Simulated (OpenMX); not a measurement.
Runs of OpenMX 3.8.5 on BN. It takes space group P6_3/mmc (No. 194, hexagonal). The conventional cell has a = 2.498 Å, b = 2.498 Å, c = 6.636 Å, α = 90.00°, β = 90.00°, γ = 120.00°. N (site symmetry -6m2) has 3 B at 1.44 Å as nearest neighbours. Around B (site symmetry -6m2) lie 3 N at 1.44 Å. 

```tsv
task	level	potentials or basis	grid points, held for all volumes	max SCF cycles	gap on the mesh (eV)	pressure (GPa)	V0 of scaled cells (Å³/atom)	B0 (GPa)	largest force (eV/Å)
equation of state	PBE	OpenMX 2013 PBE set, N6.0-s2p2, B7.0-s2p2, fixed grid of 27 × 27 × 80 points	27 × 27 × 80	-	-	-	(a)	230	-
band structure	LDA	OpenMX 2013 LDA set, N6.0-s2p2d1, B7.0-s2p2d1, grid cutoff 400 Ry	-	100	4.16	-0.5	-	-	0.01
equation of state	LDA	OpenMX 2013 LDA set, N6.0-s2p2d1, B7.0-s2p2d1, fixed grid of 27 × 27 × 80 points	27 × 27 × 80	-	-	-	8.95	(c)	-
band structure	PBE	OpenMX 2013 PBE set, N6.0-s2p2, B7.0-s2p2, grid cutoff 400 Ry	-	100	(b)	8.9	-	-	0.02
```

Alike in all rows: no spin polarisation; cell as given; k mesh 13 × 13 × 5; smearing fermi-dirac 0.05 eV.

Problem. Fill in the values left out.

Solution. (a) 9.30; (b) 4.41; (c) 247.

Caveats: the basis of atomic orbitals isn't converged, which shifts pressures, moduli and gaps; volumes in these bases differ from converged ones by about 1 %, for some elements by several (some runs); the cell was scaled at fixed shape and fractional positions, which overstates the stiffness of a crystal with free parameters, most of all of layers and chains (some runs); this functional lacks dispersion, which binds the layers, so the pressure and a relaxed spacing across them are unreliable (some runs).

A k mesh can miss the band edges.
